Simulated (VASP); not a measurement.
# NaCl (Fm-3m) in VASP: notebook, part 2 of 3

VASP 6.6.1. Earlier steps stand in the parts before.

### 3 Phonons, LDA, target pressure -1.5 GPa, at which the enthalpy is minimised

POSCAR reads:

```
NaCl
1.0
   -0.0000000000      2.7335133267      2.7335133267
    2.7335133267     -0.0000000000      2.7335133267
    2.7335133267      2.7335133267      0.0000000000
  Na              Cl
     1     1
Direct
     1.0000000000000000    0.0000000000000000    0.0000000000000000
     0.5000000000000000    0.5000000000000000    0.5000000000000000
```

INCAR.step1 reads:

```
SYSTEM = NaCl
PREC = Accurate ; ENCUT = 600
EDIFF = 1E-8 ; ISMEAR = 0
SIGMA = 0.03 ; LREAL = .FALSE.
LASPH = .TRUE. ; NELM = 80
ALGO = Fast ; ISIF = 3
LWAVE = .FALSE. ; LCHARG = .FALSE.
PSTRESS = -15.0 ; IBRION = 2
NSW = 40 ; EDIFFG = -0.002
```

INCAR.step2 reads:

```
SYSTEM = NaCl
PREC = Accurate ; ENCUT = 600
EDIFF = 1E-8 ; ISMEAR = 0
SIGMA = 0.03 ; LREAL = .FALSE.
LASPH = .TRUE. ; NELM = 80
ALGO = Fast ; ISIF = 2
LWAVE = .FALSE. ; LCHARG = .FALSE.
PSTRESS = -15.0 ; IBRION = 6
NFREE = 2 ; POTIM = 0.015
NSW = 1
```

KPOINTS reads:

```
Automatic mesh
0
G
  8 8 8
  0 0 0
```

Potentials or basis: VASP PAW LDA potentials, release 64 (Na_pv, Cl).

Started as:

```
> cat potpaw_LDA.64/Na_pv/POTCAR potpaw_LDA.64/Cl/POTCAR > POTCAR
> cp INCAR.step1 INCAR
> mpirun -np 1 vasp_std > vasp.out
> cp CONTCAR POSCAR
> cp INCAR.step2 INCAR
> mpirun -np 1 vasp_std > vasp.out
```

OUTCAR:

```text
SYSTEM = NaCl
   PREC = Accurate
   ENCUT = 600
   EDIFF = 1E-8
   ISMEAR = 0
   LREAL = .FALSE.
   LASPH = .TRUE.
   NELM = 80
   ISIF = 2
   PSTRESS = -15.0
   IBRION = 6
   NFREE = 2
   POTIM = 0.015
   NSW = 1

 ion  position               nearest neighbor table
   1  0.000  0.000  0.000-
   2  0.500  0.500  0.500-

  LATTYP: Found a face centered cubic cell.
[... 733 lines left out ...]
  x     0.00000     0.00000     0.00000     0.00000     0.00000     0.00000
  y     0.00000     0.00000     0.00000     0.00000     0.00000     0.00000
  z     0.00000     0.00000     0.00000     0.00000     0.00000     0.00000

 INTERNAL STRAIN TENSOR FOR ION    2 for displacements in x,y,z  (eV/Angst):
          X           Y           Z          XY          YZ          ZX
  --------------------------------------------------------------------------------
  x     0.00000     0.00000     0.00000     0.00000     0.00000     0.00000
  y     0.00000     0.00000     0.00000     0.00000     0.00000     0.00000
  z     0.00000     0.00000     0.00000     0.00000     0.00000     0.00000

 Eigenvectors and eigenvalues of the dynamical matrix
 ----------------------------------------------------

   1 f  =    4.956717 THz    31.143971 2PiTHz  165.338280 cm-1    20.499325 meV
             X         Y         Z           dx          dy          dz
      0.000000  0.000000  0.000000     0.000000    0.776550    0.000000
      2.781726  2.781726  2.781726     0.000000   -0.630055    0.000000
[... 21 lines left out ...]
   6 f/i=    0.018225 THz     0.114508 2PiTHz    0.607906 cm-1     0.075371 meV
             X         Y         Z           dx          dy          dz
      0.000000  0.000000  0.000000     0.000000    0.000000   -0.630055
      2.781726  2.781726  2.781726     0.000000    0.000000   -0.776550

 ELASTIC MODULI CONTR FROM IONIC RELAXATION (kBar)
 Direction    XX          YY          ZZ          XY          YZ          ZX
 --------------------------------------------------------------------------------
 XX           0.0000      0.0000      0.0000      0.0000      0.0000      0.0000
 YY           0.0000      0.0000      0.0000      0.0000      0.0000      0.0000
 ZZ           0.0000      0.0000      0.0000      0.0000      0.0000      0.0000
 XY           0.0000      0.0000      0.0000      0.0000      0.0000      0.0000
 YZ           0.0000      0.0000      0.0000      0.0000      0.0000      0.0000
 ZX           0.0000      0.0000      0.0000      0.0000      0.0000      0.0000
 --------------------------------------------------------------------------------
```

OUTCAR.step1:

```text
SYSTEM = NaCl
   PREC = Accurate
   ENCUT = 600
   EDIFF = 1E-8
   ISMEAR = 0
   LREAL = .FALSE.
   LASPH = .TRUE.
   NELM = 80
   ISIF = 3
[... 670 lines left out ...]
  -------------------------------------------------------------------------------------
  Total       -0.4059648     -0.4059648     -0.4059648      0.0000000      0.0000000      0.0000000
  in kB      -15.1086514    -15.1086514    -15.1086514      0.0000000      0.0000000      0.0000000
  external PRESSURE =      -0.1086514 kB  Pullay stress =     -15.0000000 kB
[... 21 lines left out ...]
  energy  without entropy=       -7.3783982551  energy(sigma->0) =       -7.37839826

  enthalpy is  TOTEN    =        -7.7814436186 eV   P V=       -0.4030453635

 reached required accuracy - stopping structural energy minimisation
```

Run time: 60 s. Hardware: 1 thread of Intel Xeon 6975P-C (Granite Rapids), shared host; peak memory 0.19 GiB.

Results:

```yaml
Relaxed_volume: 21.53 Å³/atom
Relaxed_cell: a = 3.934 Å, b = 3.934 Å, c = 3.934 Å, α = 60.00°, β = 60.00°, γ = 60.00°
Space_group_after_relaxing_to_0.05_Å: Fm-3m (No. 225)
Highest_phonon_frequency_at_Γ_LO-TO_splitting_left_out: 165 cm⁻¹
```

The path:
| step | energy change (eV) | largest force (eV/Å) | pressure (GPa) | volume (Å³) |
| --- | --- | --- | --- | --- |
| 1 | 0.0000 | 0.0000 | -0.02 | 40.85 |
| 2 | 0.0031 | 0.0000 | -0.83 | 41.97 |
| 3 | 0.0121 | 0.0000 | -1.57 | 43.17 |
| 4 | 0.0110 | 0.0000 | -1.51 | 43.05 |

Final structure:
```yaml
crystal:
  lattice:
    - [0.00000, 2.78173, 2.78173]
    - [2.78173, 0.00000, 2.78173]
    - [2.78173, 2.78173, 0.00000]
  atoms:
    - { symbol: Na, position: [0.00000, 0.00000, 0.00000] }
    - { symbol: Cl, position: [0.50000, 0.50000, 0.50000] }
```

Phonon frequencies in cm⁻¹ (negative: imaginary):
| q point | frequencies |
| --- | --- |
| (0.000, 0.000, 0.000) | -1 -1 -1 165 165 165 |

### 4 Dielectric tensor, LDA

This run uses another cell than the first one, of 21.53 Å³/atom, 1.054 times its volume.

INCAR reads:

```
SYSTEM = NaCl
PREC = Accurate ; ENCUT = 600
EDIFF = 1E-8 ; ISMEAR = 0
SIGMA = 0.03 ; LREAL = .FALSE.
LASPH = .TRUE. ; NELM = 80
ALGO = Fast ; ISIF = 2
LWAVE = .FALSE. ; LCHARG = .FALSE.
LEPSILON = .TRUE.
```

KPOINTS reads:

```
Automatic mesh
0
Monkhorst
  14 14 14
  0 0 0
```

POSCAR reads:

```
NaCl                                    
1.0
    0.0000000000      2.7817264439      2.7817264439
    2.7817264439     -0.0000000000      2.7817264439
    2.7817264439      2.7817264439      0.0000000000
  Na              Cl            
     1     1
Direct
     0.0000000000000000    0.0000000000000000    0.0000000000000000
     0.5000000000000000    0.5000000000000000    0.5000000000000000
```

Potentials or basis: VASP PAW LDA potentials, release 64 (Na_pv, Cl).

Started as:

```
> cat potpaw_LDA.64/Na_pv/POTCAR potpaw_LDA.64/Cl/POTCAR > POTCAR
> mpirun -np 1 vasp_std > vasp.out
```

OUTCAR:

```text
SYSTEM = NaCl
   PREC = Accurate
   ENCUT = 600
   EDIFF = 1E-8
   ISMEAR = 0
   LREAL = .FALSE.
   LASPH = .TRUE.
   NELM = 80
   ISIF = 2
   LEPSILON = .TRUE.

 ion  position               nearest neighbor table
   1  0.000  0.000  0.000-
   2  0.500  0.500  0.500-

  LATTYP: Found a face centered cubic cell.
 ALAT       =     5.5634528878

  Lattice vectors:

 A1 = (   0.0000000000,   2.7817264439,   2.7817264439)
 A2 = (   2.7817264439,   0.0000000000,   2.7817264439)
 A3 = (   2.7817264439,   2.7817264439,   0.0000000000)

Analysis of symmetry for initial positions (statically):
=====================================================================
 Subroutine PRICEL returns:
 Original cell was already a primitive cell.

 Routine SETGRP: Setting up the symmetry group for a
 face centered cubic supercell.

 Subroutine GETGRP returns: Found 48 space group operations
 (whereof 48 operations were pure point group operations)
 out of a pool of 48 trial point group operations.

The static configuration has the point symmetry O_h .

[... 553 lines left out ...]
 Free energy of the ion-electron system (eV)
  ---------------------------------------------------
  ---------------------------------------------------
  free energy    TOTEN  =        -0.21086399 eV

  energy without entropy =       -0.21086399

------------------------ aborting loop because EDIFF is reached ----------------------------------------

 PIEZOELECTRIC TENSOR FIELD DIRECTION 3  (e Angst)
 -----------------------------------------------------------------------------
    -0.00026  0.00000  0.00000           (  0.00000  0.00000  0.00000)
     0.00000 -0.00026 -0.00000           (  0.00000  0.00000  0.00000)
     0.00000  0.00000 -0.00022           (  0.00000  0.00000  0.00000)

 PIEZOELECTRIC TENSOR FIELD DIRECTION 3  (C/m^2)
 -----------------------------------------------------------------------------
    -0.00010  0.00000  0.00000
     0.00000 -0.00010 -0.00000
     0.00000  0.00000 -0.00008

 MACROSCOPIC STATIC DIELECTRIC TENSOR (including local field effects in DFT)
 ------------------------------------------------------
           2.619806     0.000000     0.000000
           0.000000     2.619806     0.000000
           0.000000     0.000000     2.619806
 ------------------------------------------------------

 PIEZOELECTRIC TENSOR (including local field effects)  for field in x, y, z        (e  Angst)
          XX          YY          ZZ          XY          YZ          ZX
  --------------------------------------------------------------------------------
  x     0.00000     0.00000     0.00000     0.00000     0.00000     0.00000
  y     0.00000     0.00000     0.00000     0.00000     0.00000     0.00000
  z     0.00000     0.00000     0.00000     0.00000     0.00000     0.00000

 PIEZOELECTRIC TENSOR (including local field effects)  for field in x, y, z        (C/m^2)
          XX          YY          ZZ          XY          YZ          ZX
  --------------------------------------------------------------------------------
  x     0.00000     0.00000     0.00000     0.00000     0.00000     0.00000
  y     0.00000     0.00000     0.00000     0.00000     0.00000     0.00000
  z     0.00000     0.00000     0.00000     0.00000     0.00000     0.00000

 BORN EFFECTIVE CHARGES (including local field effects) (in |e|, cummulative output)
 ---------------------------------------------------------------------------------
 ion    1
    1     1.08707     0.00000     0.00000
    2     0.00000     1.08707     0.00000
    3     0.00000     0.00000     1.08707
 ion    2
    1    -1.08707     0.00000     0.00000
    2     0.00000    -1.08707     0.00000
    3     0.00000     0.00000    -1.08707
```

OSZICAR:

```text
N       E                     dE             d eps       ncg     rms          rms(c)
DAV:   1     0.994130494522E+02    0.99413E+02   -0.79112E+03  6166   0.142E+03
DAV:   2     0.102461584952E+01   -0.98388E+02   -0.91476E+02  7001   0.294E+02
DAV:   3    -0.739162250433E+01   -0.84162E+01   -0.83625E+01  7439   0.841E+01
[... 11 lines left out ...]
RMM:   6    -0.210671699777E+00    0.10402E-03   -0.66010E-05 32218   0.521E-02    0.147E-02
RMM:   7    -0.210787839884E+00   -0.11614E-03   -0.32034E-05 33469   0.288E-02    0.519E-03
RMM:   8    -0.210862824337E+00   -0.74984E-04   -0.24568E-06 33693   0.947E-03    0.503E-04
RMM:   9    -0.210862616638E+00    0.20770E-06    0.14289E-08 34263   0.211E-03    0.221E-04
RMM:  10    -0.210864514430E+00   -0.18978E-05   -0.11460E-08 33003   0.524E-04    0.852E-05
RMM:  11    -0.210863887883E+00    0.62655E-06   -0.88909E-08 30548   0.286E-04    0.206E-05
RMM:  12    -0.210863987122E+00   -0.99239E-07    0.23999E-08 21401   0.140E-04    0.770E-06
```

stdout:

```text
POSCAR found type information on POSCAR NaCl
 POSCAR found :  2 types and       2 ions
 scaLAPACK will be used
 LDA part: xc-table for (Slater(with rela. corr.)+CA(PZ))
 , standard interpolation
 -----------------------------------------------------------------------------
[... 38 lines left out ...]
 dielectric tensor                  component  3 :     0.002    -0.207     2.607
 Linear response to external field, progress :
  Direction:   1
 dielectric tensor                  component  1 :     2.620     0.026    -0.026
 Linear response to external field, progress :
  Direction:   2
 dielectric tensor                  component  2 :     0.026     2.620    -0.026
 Linear response to external field, progress :
  Direction:   3
 dielectric tensor                  component  3 :     0.042    -0.042     2.620
 Born effective charges drift removed
```

It took 11 min on 1 thread of Intel Xeon 6975P-C (Granite Rapids), shared host; peak memory 0.98 GiB.

What came out:

| Property | Result |
| --- | --- |
| Electronic dielectric tensor (diagonal) | 2.62 |
| Born charges (mean of the diagonal) | Na +1.09; Cl -1.09 e |

Electronic dielectric tensor:
```
2.62 0.00 0.00
0.00 2.62 0.00
0.00 0.00 2.62
```

Born effective charge tensors (e):
atom 1, Na
```
1.09 0.00 0.00
0.00 1.09 0.00
0.00 0.00 1.09
```
atom 2, Cl
```
-1.09  0.00  0.00
 0.00 -1.09  0.00
 0.00  0.00 -1.09
```

(Part 2 of 3 ends here.)
